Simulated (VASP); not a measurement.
# CdTe (F-43m) in VASP: a series of runs, part 2 of 2

VASP 6.6.1. The steps go on from the part before.

## Step 3: Single point, LDA

The input, INCAR:

```
  PREC = Accurate
  ENCUT = 520
  EDIFF = 1E-6
  ISMEAR = 0
  SIGMA = 0.01
  LREAL = F
  LASPH = T
  NELM = 80
  ALGO = Normal
  ISIF = 2
  LWAVE = F
  LCHARG = F
  NBANDS = 16
```

The input, KPOINTS:

```
regular mesh
0
Gamma
  6 6 6
```

The input, POSCAR:

```
CdTe
1.0
    3.1631165652      3.1631165652      0.0000000000
   -3.1631165652      3.1631165652      0.0000000000
    0.0000000000      3.1631165652      3.1631165652
Cd Te
1 1
Direct
    0.0000000000      0.0000000000      0.0000000000
    0.7500000000      0.2500000000      0.5000000000
```

Potentials or basis: VASP PAW LDA potentials, release 64 (Cd, Te).

On the command line:

```
$ cat potpaw_LDA.64/Cd/POTCAR potpaw_LDA.64/Te/POTCAR > POTCAR
$ mpirun -np 1 vasp_std > vasp.out
```

OUTCAR:

```text
PREC = Accurate
   ENCUT = 520
   EDIFF = 1E-6
   ISMEAR = 0
   LREAL = F
   LASPH = T
   NELM = 80
   ISIF = 2

 ion  position               nearest neighbor table
   1  0.000  0.000  0.000-   2 2.74   2 2.74   2 2.74   2 2.74
   2  0.750  0.250  0.500-   1 2.74   1 2.74   1 2.74   1 2.74

  LATTYP: Found a face centered cubic cell.
 ALAT       =     6.3262331304

  Lattice vectors:

 A1 = (   0.0000000000,   3.1631165652,   3.1631165652)
 A2 = (   3.1631165652,   0.0000000000,   3.1631165652)
 A3 = (   3.1631165652,   3.1631165652,   0.0000000000)

Analysis of symmetry for initial positions (statically):
=====================================================================
 Subroutine PRICEL returns:
 Original cell was already a primitive cell.

 Routine SETGRP: Setting up the symmetry group for a
 face centered cubic supercell.

 Subroutine GETGRP returns: Found 24 space group operations
 (whereof 24 operations were pure point group operations)
 out of a pool of 48 trial point group operations.

The static configuration has the point symmetry T_d .

Analysis of symmetry for dynamics (positions and initial velocities):
=====================================================================
 Subroutine PRICEL returns:
 Original cell was already a primitive cell.

 Routine SETGRP: Setting up the symmetry group for a
 face centered cubic supercell.

 Subroutine GETGRP returns: Found 24 space group operations
 (whereof 24 operations were pure point group operations)
 out of a pool of 48 trial point group operations.

The dynamic configuration has the point symmetry T_d .

 Subroutine INISYM returns: Found 24 space group operations
 (whereof 24 operations are pure point group operations),
 and found     1 'primitive' translations

----------------------------------------------------------------------------------------

                                     Primitive cell

  volume of cell :      63.2959

  direct lattice vectors                    reciprocal lattice vectors
     3.163116565  3.163116565  0.000000000     0.158071949  0.158071949 -0.158071949
    -3.163116565  3.163116565  0.000000000    -0.158071949  0.158071949 -0.158071949
     0.000000000  3.163116565  3.163116565     0.000000000  0.000000000  0.316143898

  length of vectors
     4.473322346  4.473322346  4.473322346     0.273788647  0.273788647  0.316143898

  position of ions in fractional coordinates (direct lattice)
     0.000000000  0.000000000  0.000000000
     0.750000000  0.250000000  0.500000000

  ion indices of the primitive-cell ions
   primitive index   ion index
                 1           1
                 2           2

----------------------------------------------------------------------------------------

 KPOINTS: regular mesh

Automatic generation of k-mesh.
 Grid dimensions read from file:
 generate k-points for:    6    6    6

 Generating k-lattice:

  Cartesian coordinates                     Fractional coordinates (reciprocal lattice)
     0.026345325  0.026345325 -0.026345325     0.166666667  0.000000000  0.000000000
    -0.026345325  0.026345325 -0.026345325     0.000000000  0.166666667  0.000000000
     0.000000000  0.000000000  0.052690650     0.000000000  0.000000000  0.166666667

  Length of vectors
     0.045631441  0.045631441  0.052690650

  Shift w.r.t. Gamma in fractional coordinates (k-lattice)
     0.000000000  0.000000000  0.000000000

 Subroutine IBZKPT returns following result:
 ===========================================

 Found     16 irreducible k-points:

 Following reciprocal coordinates:
            Coordinates               Weight
  0.000000  0.000000  0.000000      1.000000
  0.166667  0.000000  0.000000      8.000000
  0.333333  0.000000  0.000000      8.000000
  0.500000  0.000000  0.000000      4.000000
  0.166667  0.166667  0.000000     12.000000
  0.333333  0.166667  0.000000     24.000000
[... 8 lines left out ...]
  0.500000  0.333333  0.166667     24.000000
  0.500000  0.500000  0.166667     12.000000
   k-points           NKPTS =     16   k-points in BZ     NKDIM =     16   number of bands    NBANDS=     16
   number of dos      NEDOS =    301   number of ions     NIONS =      2
   total plane-waves  NPLWV =  46656
   dimension x,y,z NGX =    36 NGY =   36 NGZ =   36
   dimension x,y,z NGXF=    72 NGYF=   72 NGZF=   72
   ions per type =               1   1
   NGX,Y,Z   is equivalent  to a cutoff of  13.38, 13.38, 13.38 a.u.
   NGXF,Y,Z  is equivalent  to a cutoff of  26.76, 26.76, 26.76 a.u.
 SYSTEM =  unknown system
   PREC   = accura    normal or accurate (medium, high low for compatibility)
   ISTART =      0    job   : 0-new  1-cont  2-samecut
   ICHARG =      2    charge: 1-file 2-atom 10-const
   ISPIN  =      1    spin polarized calculation?
   LNONCOLLINEAR =      F non collinear calculations
   LSORBIT =      F    spin-orbit coupling
   LASPH  =      T    aspherical Exc in radial PAW
   ENCUT  =  520.0 eV  38.22 Ry    6.18 a.u.   8.32  8.32  8.32*2*pi/ulx,y,z
   NELM   =     80;   NELMIN=  2; NELMDL= -5     # of ELM steps
   EDIFF  = 0.1E-05   stopping-criterion for ELM
   LREAL  =      F    real-space projection
   EDIFFG = 0.1E-04   stopping-criterion for IOM
   NSW    =      0    number of steps for IOM
   IBRION =     -1    ionic relax: 0-MD 1-quasi-New 2-CG
   NFREE  =      0    steps in history (QN), initial steepest desc. (CG)
   ISIF   =      2    stress and relaxation
   ISYM   =      2    0-nonsym 1-usesym 2-fastsym
   POTIM  = 0.5000    time-step for ionic-motion
   TEBEG  =    0.0;   TEEND  =   0.0 temperature during run
   PSTRESS=    0.0 pullay stress
   NELECT =      18.0000    total number of electrons
   NUPDOWN=      -1.0000    fix difference up-down
   EMIN   =  10.00;   EMAX   =-10.00  energy-range for DOS
   EFERMI =   0.00;   METHOD = LEGACY
   ISMEAR =     0;   SIGMA  =   0.01  broadening in eV -4-tet -1-fermi 0-gaus
   EFERMI_NEDOS =   21; number of points for ismear=-14 and -15
   IALGO  =     38    algorithm
   IMIX   =      4    mixing-type and parameters
     AMIX     =   0.40;   BMIX     =  1.00
     AMIX_MAG =   1.60;   BMIX_MAG =  1.00
  volume/ion in A,a.u.               =      31.65       213.57
  Fermi-wavevector in a.u.,A,eV,Ry     =   1.076566  2.034414 15.769062  1.158993
  Thomas-Fermi vector in A             =   2.212453
   LORBIT       =      0    0 simple, 1 ext, 2 COOP (PROOUT), +10 PAW based schemes
   GGA     = CA    functional components
   LHFCALC =     F    Hartree Fock is set to
   AEXX    =    0.0000 exact exchange contribution
   IVDW    =     0    specifies the selected vdW correction
   LEPSILON=     F    determine dielectric tensor
   LRPA    =     F    only Hartree local field effects (RPA)
 non-spin polarized calculation
 Gauss-broadening in eV      SIGMA  =   0.01
  energy-cutoff  :      520.00
  volume of cell :       63.30
 maximum number of plane-waves:      1724
 NGX is ok and might be reduce to    36
   NGX = 17   NGY = 17   NGZ = 17

 number of electron      18.0000004 magnetization

 Free energy of the ion-electron system (eV)
  ---------------------------------------------------
  ext. energy  EPLUGINS =         0.00000000
  ---------------------------------------------------
  free energy    TOTEN  =        -6.02432046 eV

  energy without entropy =       -6.02432046  energy(sigma->0) =       -6.02432046

 E-fermi :   2.9142     XC(G=0):  -9.2610

 val. band max:        2.8604094710   @ k =   0.0000   0.0000   0.0000
 cond. band min:       3.6345901771   @ k =   0.0000   0.0000   0.0000
 fundamental gap:      0.7741807061
 Fermi energy:         2.9142325932

 k-point     1 :       0.0000    0.0000    0.0000
  band No.  band energies     occupation
      1      -8.8234      2.00000
      2      -5.7186      2.00000
      3      -5.7186      2.00000
      4      -5.7186      2.00000
      5      -5.3970      2.00000
      6      -5.3970      2.00000
[... 8 lines left out ...]
     15      12.3189      0.00000
     16      12.3189      0.00000
[... 267 lines left out ...]
 k-point    16 :       0.5000    0.5000    0.1667
  band No.  band energies     occupation
      1      -8.2036      2.00000
      2      -5.5625      2.00000
      3      -5.5532      2.00000
      4      -5.4590      2.00000
      5      -5.3832      2.00000
      6      -4.7427      2.00000
[... 8 lines left out ...]
     15      14.1168      0.00000
     16      14.3521      0.00000

------------------------ aborting loop because EDIFF is reached ----------------------------------------

  FORCE on cell =-STRESS in cart. coord.  units (eV):
  Direction    XX          YY          ZZ          XY          YZ          ZX
  --------------------------------------------------------------------------------------
  -------------------------------------------------------------------------------------
  Total        0.9126943      0.9126943      0.9126943      0.0000000     -0.0000000      0.0000000
  in kB       23.1025721     23.1025721     23.1025721      0.0000000     -0.0000000      0.0000000
  external PRESSURE =      23.1025721 kB  Pullay stress =       0.0000000 kB

 VOLUME and BASIS-vectors are now :
 -----------------------------------------------------------------------------
  energy-cutoff  :      520.00
  volume of cell :       63.30
      direct lattice vectors                 reciprocal lattice vectors
     3.163116565  3.163116565  0.000000000     0.158071949  0.158071949 -0.158071949
    -3.163116565  3.163116565  0.000000000    -0.158071949  0.158071949 -0.158071949
     0.000000000  3.163116565  3.163116565     0.000000000  0.000000000  0.316143898

 POSITION                                       TOTAL-FORCE (eV/Angst)
 -----------------------------------------------------------------------------------
      0.00000      0.00000      0.00000        -0.000000     -0.000000      0.000000
      1.58156      4.74467      1.58156         0.000000      0.000000      0.000000
 -----------------------------------------------------------------------------------
    total drift:                                0.000000     -0.000000      0.000000

  FREE ENERGIE OF THE ION-ELECTRON SYSTEM (eV)
  ---------------------------------------------------
  free  energy   TOTEN  =        -6.0243204644 eV

  energy  without entropy=       -6.0243204644  energy(sigma->0) =       -6.02432046
```

OSZICAR:

```text
N       E                     dE             d eps       ncg     rms          rms(c)
DAV:   1     0.107245435174E+03    0.10725E+03   -0.84253E+03   520   0.993E+02
DAV:   2    -0.246637615038E+01   -0.10971E+03   -0.10319E+03   600   0.244E+02
DAV:   3    -0.623672596385E+01   -0.37703E+01   -0.37645E+01   656   0.478E+01
DAV:   4    -0.627063060349E+01   -0.33905E-01   -0.33903E-01   752   0.403E+00
DAV:   5    -0.627069983845E+01   -0.69235E-04   -0.69235E-04   688   0.177E-01    0.657E+00
DAV:   6    -0.604949546981E+01    0.22120E+00   -0.37185E-01   648   0.811E+00    0.518E+00
DAV:   7    -0.602637751905E+01    0.23118E-01   -0.99174E-02   608   0.217E+00    0.183E+00
DAV:   8    -0.602457641620E+01    0.18011E-02   -0.11373E-02   576   0.129E+00    0.446E-01
DAV:   9    -0.602432818746E+01    0.24823E-03   -0.80767E-04   672   0.324E-01    0.128E-01
DAV:  10    -0.602431855295E+01    0.96345E-05   -0.88336E-05   600   0.797E-02    0.551E-02
DAV:  11    -0.602432127090E+01   -0.27180E-05   -0.22214E-05   648   0.472E-02    0.269E-02
DAV:  12    -0.602432046437E+01    0.80653E-06   -0.17755E-06   552   0.145E-02
   1 F= -.60243205E+01 E0= -.60243205E+01  d E =-.205533E-16
```

stdout:

```text
POSCAR found type information on POSCAR CdTe
 POSCAR found :  2 types and       2 ions
 scaLAPACK will be used
 LDA part: xc-table for (Slater(with rela. corr.)+CA(PZ))
 , standard interpolation
 POSCAR, INCAR and KPOINTS ok, starting setup
 FFT: planning ... GRIDC
 FFT: planning ... GRID_SOFT
 FFT: planning ... GRID
 WAVECAR not read
 entering main loop
```

Wall time 41 s (1 thread of AMD EPYC 7R13, shared host); peak memory 0.14 GiB.

What came out:

```
Free energy            : -6.0243 eV
Pressure               : 2.3 GPa
Band gap on the k mesh : 0.77 eV, direct
```

Caveat: spin-orbit coupling is left out, which moves the levels of the heavy elements.

## Step 4: Single point, LDA

This run uses another cell than the first one, of 34.56 Å³/atom, 1.092 times its volume.

The input, INCAR:

```
PREC     = Accurate       # precision mode
ENCUT    = 520            # plane-wave cutoff, eV
EDIFF    = 1E-7           # SCF threshold, eV
ISMEAR   = 0              # smearing method
SIGMA    = 0.01           # smearing width, eV
LREAL    = F              # projectors in reciprocal space
LASPH    = T              # aspherical terms in the spheres
NELM     = 80             # most SCF steps
ALGO     = Normal         # electronic algorithm
ISIF     = 2              # what is computed and relaxed
LWAVE    = F              # write WAVECAR
LCHARG   = F              # write CHGCAR
NBANDS   = 16             # bands
```

The input, KPOINTS:

```
Automatic mesh
0
Gamma
  6 6 6
```

The input, POSCAR:

```
CdTe
1.0
    3.2572435003      3.2572435003      0.0000000000
   -3.2572435003      3.2572435003      0.0000000000
    0.0000000000      3.2572435003      3.2572435003
Cd Te
1 1
Direct
    0.0000000000      0.0000000000      0.0000000000
    0.7500000000      0.2500000000      0.5000000000
```

On the command line:

```
$ cat potpaw_LDA.64/Cd/POTCAR potpaw_LDA.64/Te/POTCAR > POTCAR
$ mpirun -np 1 vasp_std > vasp.out
```

Run time: 45 s. Hardware: 1 thread of AMD EPYC 7R13, shared host; peak memory 0.15 GiB.

Results (log left out):

```
Free energy            : -6.0279 eV
Pressure               : -1.8 GPa
Band gap on the k mesh : 0.50 eV, direct
```

Levels at points of the mesh, in eV from the valence-band top:
| k point | band 6 | band 7 | band 8 | band 9 | band 10 | band 11 | band 12 | band 13 |
| --- | --- | --- | --- | --- | --- | --- | --- | --- |
| (0.00, 0.00, 0.00) | -7.99 | 0.00 | 0.00 | 0.00 | 0.50 | 4.51 | 4.51 | 4.51 |
| (0.50, 0.00, 0.00) | -7.66 | -4.41 | -0.76 | -0.76 | 1.64 | 5.10 | 5.10 | 6.84 |
| (0.50, 0.50, 0.00) | -7.53 | -4.31 | -1.84 | -1.84 | 2.47 | 2.55 | 8.55 | 8.90 |

Caveat: spin-orbit coupling is left out, which moves the levels of the heavy elements.

## Step 5: Single point, LDA

This run uses another cell than the first one, of 34.56 Å³/atom, 1.092 times its volume.

The input, INCAR:

```
PREC = Accurate
ENCUT = 520
EDIFF = 1E-6
ISMEAR = 0
SIGMA = 0.01
LREAL = F
LASPH = T
NELM = 80
ALGO = Normal
ISIF = 2
LWAVE = F
LCHARG = F
GGA = CA
NBANDS = 16
```

The input, KPOINTS:

```
regular mesh
0
Gamma
  6 6 6
```

POSCAR is that of step 4.

On the command line:

```
$ cat potpaw_LDA.64/Cd/POTCAR potpaw_LDA.64/Te/POTCAR > POTCAR
$ mpirun -np 1 vasp_std > vasp.out
```

Wall time 40 s (1 thread of AMD EPYC 7R13, shared host); peak memory 0.15 GiB.

It converged, with:

| Item | Value |
| --- | --- |
| Free energy | -6.0279 eV |
| Pressure | -1.8 GPa |
| Band gap on the k mesh | 0.50 eV, direct |

Levels at points of the mesh, in eV from the valence-band top:
| k point | band 6 | band 7 | band 8 | band 9 | band 10 | band 11 | band 12 | band 13 |
| --- | --- | --- | --- | --- | --- | --- | --- | --- |
| (0.00, 0.00, 0.00) | -7.99 | 0.00 | 0.00 | 0.00 | 0.50 | 4.51 | 4.51 | 4.51 |
| (0.50, 0.00, 0.00) | -7.66 | -4.41 | -0.76 | -0.76 | 1.64 | 5.10 | 5.10 | 6.84 |
| (0.50, 0.50, 0.00) | -7.52 | -4.31 | -1.84 | -1.84 | 2.47 | 2.55 | 8.55 | 8.90 |

Caveat: spin-orbit coupling is left out, which moves the levels of the heavy elements.

## Step 6: Relaxation of cell and atoms, LDA, target pressure -2 GPa, at which the enthalpy is minimised

This run uses another cell than the first one, of 32.92 Å³/atom, 1.040 times its volume.

The input, INCAR:

```
SYSTEM = CdTe
PREC = Accurate
ENCUT = 600
EDIFF = 1E-6
ISMEAR = 0
SIGMA = 0.01
LREAL = .False.
LASPH = .True.
NELM = 100
ALGO = Normal
ISIF = 3
LWAVE = .False.
LCHARG = .False.
GGA = CA
IBRION = 2
NSW = 100
EDIFFG = -0.002
PSTRESS = -20.0
```

The input, KPOINTS:

```
regular mesh
0
Gamma
  6 6 6
  0 0 0
```

The input, POSCAR:

```
CdTe
1.0
    3.2050000000      3.2050000000      0.0000000000
   -3.2050000000      3.2050000000      0.0000000000
    0.0000000000      3.2050000000      3.2050000000
Cd Te
1 1
Direct
    0.0000000000      0.0000000000      0.0000000000
    0.7500000000      0.2500000000      0.5000000000
```

Potentials or basis: VASP PAW LDA potentials, release 64 (Cd, Te).

On the command line:

```
$ cat potpaw_LDA.64/Cd/POTCAR potpaw_LDA.64/Te/POTCAR > POTCAR
$ mpirun -np 1 vasp_std > vasp.out
```

It took 78 s on 1 thread of AMD EPYC 7R13, shared host; peak memory 0.16 GiB.

Results (log left out):

* Free energy: -6.0228 eV
* Relaxed volume: 34.73 Å³/atom
* Relaxed cell: a = 4.614 Å, b = 4.614 Å, c = 4.614 Å, α = 60.00°, β = 60.00°, γ = 90.00°
* Space group after relaxing (to 0.05 Å): F-43m (No. 216)
* Energy change on relaxing (the enthalpy is what falls): +10.6 meV/atom
* Ionic steps: 3
* Pressure after relaxing: -2.0 GPa
* Band gap on the k mesh: 0.49 eV, direct

Step by step:
```
step  energy change (eV)  largest force (eV/Å)  pressure (GPa)  volume (Å³)
   1              0.0000                0.0000            0.22        65.84
   2              0.0328                0.0000           -2.43        70.30
   3              0.0212                0.0000           -2.00        69.46
```

Final structure:
```yaml
crystal:
  lattice:
    - [3.26256, 3.26256, 0.00000]
    - [-3.26256, 3.26256, 0.00000]
    - [0.00000, 3.26256, 3.26256]
  atoms:
    - { symbol: Cd, position: [0.00000, 0.00000, 0.00000] }
    - { symbol: Te, position: [0.75000, 0.25000, 0.50000] }
```

Levels at points of the mesh, in eV from the valence-band top:
| k point | band 5 | band 6 | band 7 | band 8 | band 9 | band 10 | band 11 | band 12 | band 13 |
| --- | --- | --- | --- | --- | --- | --- | --- | --- | --- |
| (0.00, 0.00, 0.00) | -7.98 | -7.98 | 0.00 | 0.00 | 0.00 | 0.49 | 4.51 | 4.51 | 4.51 |
| (0.50, 0.00, 0.00) | -7.97 | -7.65 | -4.39 | -0.76 | -0.76 | 1.63 | 5.10 | 5.10 | 6.84 |
| (0.50, 0.50, 0.00) | -7.95 | -7.52 | -4.28 | -1.82 | -1.82 | 2.48 | 2.55 | 8.52 | 8.88 |

Caveat: the cell is relaxed towards a set pressure, so the enthalpy falls and the energy may rise; spin-orbit coupling is left out, which moves the levels of the heavy elements. A hybrid or GW would open this gap; LDA tends to underestimate it.

## Step 7: Summary

| task | cell | cutoff (eV) | gap on the mesh (eV) | pressure (GPa) |
| --- | --- | --- | --- | --- |
| single point | a = 4.473 Å, angles 60.0, 60.0, 90.0°, 2 atoms | 520 | 0.77 | 2.3 |
| single point | a = 4.606 Å, angles 60.0, 60.0, 90.0°, 2 atoms | 520 | 0.50 | -1.8 |
| relaxation of cell and atoms | relaxed to -2 GPa from a = 4.533 Å, angles 60.0, 60.0, 90.0°, 2 atoms | 600 | 0.49 | -2.0 |

Alike in all rows: level LDA; potentials or basis VASP PAW LDA potentials, release 64 (Cd, Te); no spin polarisation; k mesh 6 × 6 × 6; smearing gaussian 0.01 eV.

Caveats: spin-orbit coupling is left out, which moves the levels of the heavy elements; the cell is relaxed towards a set pressure, so the enthalpy falls and the energy may rise (some runs).

Absolute energies hang on the potentials; compare differences alone.

## Step 8: Comparison with measurements

Step 3. Against the measured gap of CdTe, 1.607 eV (0 K; a printed reference work, data compilation), the calculated 0.77 eV is off by -0.83 eV. Spin-orbit coupling on Cd, Te is left out. The value is that of LDA, without temperature or zero-point motion. Semilocal functionals fall short of measured gaps as a rule.

Step 5. Against the measured gap of CdTe, 1.607 eV (0 K; a printed reference work, data compilation), the calculated 0.50 eV is off by -1.10 eV. So large a miss can be the level of theory's own, or it may mean another phase, state or a wrong row. Spin-orbit coupling on Cd, Te is left out. The value is that of LDA, without temperature or zero-point motion. Semilocal functionals fall short of measured gaps as a rule.
